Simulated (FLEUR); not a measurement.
# MnO (Fm-3m) in FLEUR: a series of runs

Runs on MnO. Level: PBE+U. Tasks: single point.

Everything below comes from runs of FLEUR MaX-R8.1 (later development tree). Logs are shortened: lines on timing, memory, paths and dates and some standing lists are left out, and cuts for length are marked.

## Step 1: The crystal as given

Symmetry: Fm-3m, No. 225, cubic system. The conventional cell has a = 4.444 Å, b = 4.444 Å, c = 4.444 Å, α = 90.00°, β = 90.00°, γ = 90.00°. Mn (site symmetry m-3m) has 6 O at 2.22 Å as nearest neighbours. O (site symmetry m-3m) is surrounded by 6 Mn at 2.22 Å.

## Step 2: Single point, PBE+U, collinear spin, ferromagnetic start

File inp.xml:

```xml
<?xml version="1.0" encoding="UTF-8" standalone="no"?>
<fleurInput fleurInputVersion="0.39">
   <comment>
      MnO                                                                                                 
   </comment>
   <calculationSetup>
      <cutoffs Kmax="4.45" Gmax="13.8" GmaxXC="13.8" numbands="0"/>
      <scfLoop itmax="100" minDistance="0.001" maxIterBroyd="50" imix="Anderson" alpha="0.05" precondParam="0.0" spinf="2.0" sdNocoIR="T"/>
      <coreElectrons ctail="T" frcor="F" kcrel="0" coretail_lmax="0"/>
      <xcFunctional name="pbe" relativisticCorrections="F"/>
      <magnetism jspins="2"/>
      <soc l_soc="F" theta="0.0" phi="0.0" spav="F"/>
      <expertModes spex="0" secvar="F"/>
      <geometryOptimization l_f="F" forcealpha="1.0" forcemix="BFGS" epsdisp="0.00001" epsforce="0.00001"/>
      <ldaU l_linMix="F" mixParam="0.05" spinf="1.0"/>
   </calculationSetup>
   <cell>
      <bzIntegration valenceElectrons="21.0" mode="gauss" fermiSmearingEnergy="0.00183747">
         <kPointListSelection listName="default-1"/>
         <!-- k-points included here -->
         <xi:include xmlns:xi="http://www.w3.org/2001/XInclude" href="kpts.xml"> </xi:include>
      </bzIntegration>
      <!-- symmetry operations included here -->
      <xi:include xmlns:xi="http://www.w3.org/2001/XInclude" href="sym.xml"> </xi:include>
      <bulkLattice scale="1.0">
         <bravaisMatrix>
            <row-1>    0.0000000000000000     4.1989720724708208     4.1989720724708208</row-1>
            <row-2>    4.1989720724708208     0.0000000000000000     4.1989720724708208</row-2>
            <row-3>    4.1989720724708208     4.1989720724708208     0.0000000000000000</row-3>
         </bravaisMatrix>
      </bulkLattice>
   </cell>
   <atomSpecies>
      <species name="Manganese 5.000" element="Mn" atomicNumber="25">
         <mtSphere radius="2.2" gridPoints="727" logIncrement="0.017"/>
         <atomicCutoffs lmax="9" lnonsphr="9"/>
         <electronConfig flipSpins="F">
            <coreConfig>(1s1/2) (2s1/2) (2p1/2) (2p3/2)</coreConfig>
            <valenceConfig>(3s1/2) (3p1/2) (3p3/2) (4s1/2) (3d3/2) (3d5/2)</valenceConfig>
            <stateOccupation state="(3d3/2)" spinUp="2.0" spinDown="0.0"/>
            <stateOccupation state="(3d5/2)" spinUp="3.0" spinDown="0.0"/>
         </electronConfig>
         <energyParameters s="4" p="4" d="3" f="4"/>
         <ldaU l="2" U="8" J="0.7" l_amf="F"/>
         <lo type="SCLO" l="0" n="3" eDeriv="0"/>
         <lo type="SCLO" l="1" n="3" eDeriv="0"/>
         <lo type="SCLO" l="1" n="3" eDeriv="1"/>
         <lo type="SCLO" l="3" n="4" eDeriv="2"/>
      </species>
      <species name="Oxygen (O)" element="O" atomicNumber="8">
         <mtSphere radius="1.69" gridPoints="559" logIncrement="0.019"/>
         <atomicCutoffs lmax="8" lnonsphr="8"/>
         <electronConfig flipSpins="F">
            <coreConfig>(1s1/2)</coreConfig>
            <valenceConfig>(2s1/2) (2p1/2) (2p3/2)</valenceConfig>
            <stateOccupation state="(2p1/2)" spinUp="0.666667" spinDown="0.666667"/>
            <stateOccupation state="(2p3/2)" spinUp="1.333333" spinDown="1.333333"/>
         </electronConfig>
         <energyParameters s="2" p="2" d="3" f="4"/>
         <lo type="SCLO" l="0" n="2" eDeriv="2"/>
         <lo type="SCLO" l="1" n="2" eDeriv="2"/>
         <lo type="SCLO" l="2" n="3" eDeriv="2"/>
      </species>
   </atomSpecies>
   <atomGroups>
      <atomGroup species="Manganese 5.000">
         <relPos label="                   1">.0000000000 .0000000000 .0000000000</relPos>
         <force calculate="T" relaxXYZ="TTT"/>
      </atomGroup>
      <atomGroup species="Oxygen (O)">
         <relPos label="                   2">1.000/2.000 1.000/2.000 1.000/2.000</relPos>
         <force calculate="T" relaxXYZ="TTT"/>
      </atomGroup>
   </atomGroups>
   <output dos="F" band="F" slice="F">
      <checks vchk="F" cdinf="F"/>
      <bandDOS minEnergy="-.5*Htr" maxEnergy="0.5*Htr" sigma="0.015" storeEVData="T"/>
      <vacuumDOS vacdos="F" integ="F" star="F" nstars="0" locx1="0.0" locy1="0.0" locx2="0.0" locy2="0.0" nstm="0" tworkf="0.0"/>
      <unfoldingBand unfoldBand="F" supercellX="1" supercellY="1" supercellZ="1"/>
      <plotting iplot="0" polar="F">
         <plot TwoD="T" vec1="  1.0  0.0  0.0" vec2="  0.0  1.0  0.0" vec3="  0.0  0.0  1.0" zero="  0.0  0.0  0.0" file="plot"/>
      </plotting>
      <chargeDensitySlicing numkpt="0" minEigenval="0.0" maxEigenval="0.0" nnne="0" pallst="F"/>
      <specialOutput eonly="F"/>
      <moessbauerParams electricFieldGradient="T" isomerShift="T" coreHyperfine="T" valenceHyperfine="T"/>
      <magneticCircularDichroism mcd="F" energyLo="-10.0" energyUp="0.0"/>
   </output>
  <!-- We include the file relax.xml here to enable relaxations (see documentation) -->
  <xi:include xmlns:xi="http://www.w3.org/2001/XInclude" href="relax.xml"> <xi:fallback/> </xi:include>
</fleurInput>
```

File crystal.txt:

```
MnO
&input cartesian=F /
0.0000000000  2.2220003300  2.2220003300
2.2220003300  0.0000000000  2.2220003300
2.2220003300  2.2220003300  0.0000000000
1.8897261246
1.0 1.0 1.0

2
25 0.0000000000  0.0000000000  0.0000000000 : 5.000
8 0.5000000000  0.5000000000  0.5000000000

&kpt div1=7 div2=7 div3=7 gamma=T /
```

Potentials or basis: all-electron, FLAPW.

Command:

```console
$ inpgen -f crystal.txt -profile fastHighL -nosym
$ # inp.xml edited to the form shown
$ fleur_MPI
```

Standard output:

```text
Welcome to FLEUR        (www.flapw.de)
      MaX-Release 8.1          (www.max-centre.eu)

 ========== k-point set info ==========
 Selected k-point list: default-1
 k-point list type: mesh
 7 x 7 x 7
 Number of k points: 343

 ------------Calculation Setup---------------------------
 Number of MPI-tasks      :            1
 Number of PE/node        :            1
 Number of OMP-threads    :            1
 Most efficient MPI parallelization for:
           1           7          49         343
 Additional eigenvalue parallelization possible
 Number of basis functions:          285
 Approximate size of matrices (H+S) per k-point:         0.002 GB
 --------------------------------------------------------
 Complex matrix made real
 Complex matrix made real
 Iteration:     1   Distance:      23.29915833 me/bohr^3
 Iteration:     2   Distance:      19.76927004 me/bohr^3
 Iteration:     3   Distance:       7.55243754 me/bohr^3
 Iteration:     4   Distance:       4.69083223 me/bohr^3
 Iteration:     5   Distance:       3.22593152 me/bohr^3
 Iteration:     6   Distance:       1.05733023 me/bohr^3
 Iteration:     7   Distance:       0.53040522 me/bohr^3
 Iteration:     8   Distance:       0.13216954 me/bohr^3
 Iteration:     9   Distance:       0.17848865 me/bohr^3
 Iteration:    10   Distance:       0.01473988 me/bohr^3
 Iteration:    11   Distance:       0.00915974 me/bohr^3
 Iteration:    12   Distance:       0.00093028 me/bohr^3

 ********************************************************************
 Run finished successfully
 Stop message:
   all done
 ********************************************************************
```

n_mmp_mat:

```text
     0.000000     0.000000     0.000000     0.000000     0.000000     0.000000     0.000000
     0.000000     0.000000     0.000000     0.000000     0.000000     0.000000     0.000000
     0.000000     0.000000     1.000000     0.000000     0.000000     0.000000     0.000000
     0.000000     0.000000     0.000000    -0.000000     0.000000     0.000000     0.000000
     0.000000     0.000000     0.000000     0.000000     1.000000     0.000000     0.000000
     0.000000    -0.000000     0.000000     0.000000     0.000000     0.000000     0.000000
[... 20 lines left out ...]
     0.000000     0.000000     0.000000     0.000000     0.000000     0.000000     0.000000
     0.000000     0.000000     0.000000     0.000000     0.000000     0.000000     0.000000
```

out.xml (last iteration):

```text
<iteration numberForCurrentRun="   12" overallNumber="   12">
         <energyParameters units="Htr">
            <atomicEP atomType="1" spin="1" branch="4s" branchLowest="-2.64" branchHighest="2.21" value="0.1403562915"/>
            <atomicEP atomType="1" spin="1" branch="4p" branchLowest="-1.47" branchHighest="2.80" value="0.2678217242"/>
            <atomicEP atomType="1" spin="1" branch="3d" branchLowest="-9.99" branchHighest="0.40" value="0.2139415958"/>
            <atomicEP atomType="1" spin="1" branch="4f" branchLowest="-9.99" branchHighest="3.60" value="0.5748049211"/>
            <loAtomicEP atomType="1" spin="1" branch="3s" branchLowest="-26.76" branchHighest="-2.64" value="-2.6619548204"/>
            <loAtomicEP atomType="1" spin="1" branch="3p" branchLowest="-22.57" branchHighest="-1.47" value="-1.5155073922"/>
            <loAtomicEP atomType="1" spin="1" branch="3p" branchLowest="-22.57" branchHighest="-1.47" value="-1.5155073922"/>
            <loAtomicEP atomType="1" spin="1" branch="4f" branchLowest="-9.99" branchHighest="3.60" value="0.5748070980"/>
            <atomicEP atomType="2" spin="1" branch="2s" branchLowest="-18.28" branchHighest="0.23" value="-0.3732349612"/>
            <atomicEP atomType="2" spin="1" branch="2p" branchLowest="-9.99" branchHighest="0.78" value="0.1237549468"/>
            <atomicEP atomType="2" spin="1" branch="3d" branchLowest="-9.99" branchHighest="4.34" value="0.4747916583"/>
            <atomicEP atomType="2" spin="1" branch="4f" branchLowest="-9.99" branchHighest="7.46" value="0.6356192971"/>
            <loAtomicEP atomType="2" spin="1" branch="2s" branchLowest="-18.28" branchHighest="0.23" value="-0.3732349612"/>
            <loAtomicEP atomType="2" spin="1" branch="2p" branchLowest="-9.99" branchHighest="0.78" value="0.1234871259"/>
            <loAtomicEP atomType="2" spin="1" branch="3d" branchLowest="-9.99" branchHighest="4.34" value="0.4747921157"/>
            <atomicEP atomType="1" spin="2" branch="4s" branchLowest="-2.45" branchHighest="2.36" value="0.2398975240"/>
            <atomicEP atomType="1" spin="2" branch="4p" branchLowest="-1.29" branchHighest="2.95" value="0.3635672657"/>
            <atomicEP atomType="1" spin="2" branch="3d" branchLowest="-9.99" branchHighest="0.59" value="0.3709672596"/>
            <atomicEP atomType="1" spin="2" branch="4f" branchLowest="-9.99" branchHighest="3.75" value="0.6671527957"/>
            <loAtomicEP atomType="1" spin="2" branch="3s" branchLowest="-26.68" branchHighest="-2.45" value="-2.4724921414"/>
            <loAtomicEP atomType="1" spin="2" branch="3p" branchLowest="-22.51" branchHighest="-1.29" value="-1.3294343335"/>
            <loAtomicEP atomType="1" spin="2" branch="3p" branchLowest="-22.51" branchHighest="-1.29" value="-1.3294343335"/>
            <loAtomicEP atomType="1" spin="2" branch="4f" branchLowest="-9.99" branchHighest="3.75" value="0.6671547618"/>
            <atomicEP atomType="2" spin="2" branch="2s" branchLowest="-18.27" branchHighest="0.25" value="-0.3664176934"/>
            <atomicEP atomType="2" spin="2" branch="2p" branchLowest="-9.99" branchHighest="0.79" value="0.1274439355"/>
            <atomicEP atomType="2" spin="2" branch="3d" branchLowest="-9.99" branchHighest="4.35" value="0.4723119716"/>
            <atomicEP atomType="2" spin="2" branch="4f" branchLowest="-9.99" branchHighest="7.47" value="0.6331088233"/>
            <loAtomicEP atomType="2" spin="2" branch="2s" branchLowest="-18.27" branchHighest="0.25" value="-0.3664176934"/>
            <loAtomicEP atomType="2" spin="2" branch="2p" branchLowest="-9.99" branchHighest="0.79" value="0.1271847415"/>
            <loAtomicEP atomType="2" spin="2" branch="3d" branchLowest="-9.99" branchHighest="4.35" value="0.4723124377"/>
         </energyParameters>
         <eigenvalues>
            <eigenvaluesAt spin="1" ikpt="1" k_x="0.00000000" k_y="0.00000000" k_z="0.00000000">
                      -2.6621245160       -1.5139254262       -1.5139248561       -1.5139248551       -0.3998240703
                       0.1135903101        0.1135903111        0.1135916868        0.1211040439        0.1211083393
                       0.2089668954        0.2089669011        0.2089719533        0.3180467649        0.8457268717
                       0.9279902759        0.9279902768
            </eigenvaluesAt>
            <eigenvaluesAt spin="1" ikpt="2" k_x="0.00000000" k_y="0.00000000" k_z="0.14285714">
[... 78 lines left out ...]
            <electricFieldGradient atomType="1" VXX="0.00000" VYY="0.00000" VZZ="0.00001" asymParam="0.00422">
            </electricFieldGradient>
            <electricFieldGradient atomType="2" VXX="0.00009" VYY="0.00009" VZZ="-0.00018" asymParam="0.00066">
            </electricFieldGradient>
         </moessbauerParams>
         <totalEnergy                                    value="    -1233.8632984335" units="Htr">
            <sumOfEigenvalues                            value="     -709.3287153787">
               <coreElectrons value="-696.5244927730"/>
               <valenceElectrons value="-12.8042226057"/>
            </sumOfEigenvalues>
            <densityCoulombPotentialIntegral value="-1878.3942969184"/>
            <densityEffectivePotentialIntegral value="-1957.5129117756"/>
            <chargeDenXCDenIntegral value="-61.0461842462"/>
            <FockExchangeEnergyValence value="0.0000000000"/>
            <FockExchangeEnergyCore value="0.0000000000"/>
            <atomTypeDependentContributions atomType="1">
               <electronNucleiInteractionDifferentMTs value="1378.0159964573"/>
               <MadelungTerm value="-12.8932813822"/>
            </atomTypeDependentContributions>
            <atomTypeDependentContributions atomType="2">
               <electronNucleiInteractionDifferentMTs value="88.9019663541"/>
               <MadelungTerm value="-2.5885212124"/>
            </atomTypeDependentContributions>
            <dftUCorrection value="-0.5956032811"/>
            <tkbTimesEntropy value="0.0000000000"/>
            <freeEnergy value="-1233.8632984335"/>
            <extrapolationTo0K value="-1233.8632984335"/>
         </totalEnergy>
         <ldaUDensityMatrix>
            <densityMatrixFor spin="1" atomType="1" uIndex="1" l="2" U="8.00000000" J="0.70000000">
               (+0.94481,+0.00000) (+0.00000,+0.00000) (+0.00000,+0.00000) (+0.00000,+0.00000) (+0.01595,+0.00000)
               (+0.00000,+0.00000) (+0.92886,+0.00000) (+0.00000,+0.00000) (+0.00000,+0.00000) (+0.00000,+0.00000)
               (+0.00000,+0.00000) (+0.00000,+0.00000) (+0.96076,+0.00000) (+0.00000,+0.00000) (+0.00000,+0.00000)
               (+0.00000,+0.00000) (+0.00000,+0.00000) (+0.00000,+0.00000) (+0.92886,+0.00000) (+0.00000,+0.00000)
               (+0.01595,+0.00000) (+0.00000,+0.00000) (+0.00000,+0.00000) (+0.00000,+0.00000) (+0.94481,+0.00000)
            </densityMatrixFor>
            <densityMatrixFor spin="2" atomType="1" uIndex="1" l="2" U="8.00000000" J="0.70000000">
               (+0.03242,+0.00000) (+0.00000,+0.00000) (+0.00000,+0.00000) (+0.00000,+0.00000) (+0.01931,+0.00000)
               (+0.00000,+0.00000) (+0.01311,+0.00000) (+0.00000,+0.00000) (+0.00000,+0.00000) (+0.00000,+0.00000)
               (+0.00000,+0.00000) (+0.00000,+0.00000) (+0.05172,+0.00000) (+0.00000,+0.00000) (+0.00000,+0.00000)
               (+0.00000,+0.00000) (+0.00000,+0.00000) (+0.00000,+0.00000) (+0.01311,+0.00000) (+0.00000,+0.00000)
               (+0.01931,+0.00000) (+0.00000,+0.00000) (+0.00000,+0.00000) (+0.00000,+0.00000) (+0.03242,+0.00000)
            </densityMatrixFor>
         </ldaUDensityMatrix>
         <ldaUDensityMatrixConvergence>
            <distance spin="1" distance="0.000010"/>
            <distance spin="2" distance="0.000012"/>
         </ldaUDensityMatrixConvergence>
         <densityConvergence units="me/bohr^3">
            <chargeDensity spin="1" distance="0.0006277654"/>
            <chargeDensity spin="2" distance="0.0005375189"/>
            <overallChargeDensity distance="0.0009302774"/>
            <spinDensity distance="0.0007075421"/>
         </densityConvergence>
      </iteration>
```

It took 6.4 min on 1 thread of Arm Neoverse V1, shared host; peak memory 0.26 GiB.

What came out:

```
Free energy                                           : -33575.1308 eV
Band gap on the k mesh                                : 0.83 eV, indirect (least direct gap 2.73 eV)
Net moment                                            : 5.00 μB per cell
Site moments                                          : Mn +4.62; O +0.13 μB
Valence electrons inside the program's atomic spheres : Mn 13.20; O 5.44 (radii Mn 2.2, O 1.69 bohr)
```

Eigenvalues of the final occupation matrices:
```tsv
site	spin	trace	eigenvalues
atom type 1	1	4.71	0.93 0.93 0.93 0.96 0.96
atom type 1	2	0.14	0.01 0.01 0.01 0.05 0.05
```

Core levels (eV from the Fermi level):
```
atom                                                   levels
1 Mn  1s1/2 -6420.0, 2s1/2 -736.1, 2p1/2 -629.1, 2p3/2 -618.7
 2 O                                             1s1/2 -505.4
```

Caveat: the magnetic or orbital state may not be the lowest; an odd mesh through Γ misses points on the zone boundary, where band edges often lie; a cell with one magnetic atom can't hold antiferromagnetic order, which such compounds often take. The state reached can hang on the start; a lower one may exist.

[end of part 1 of 2]
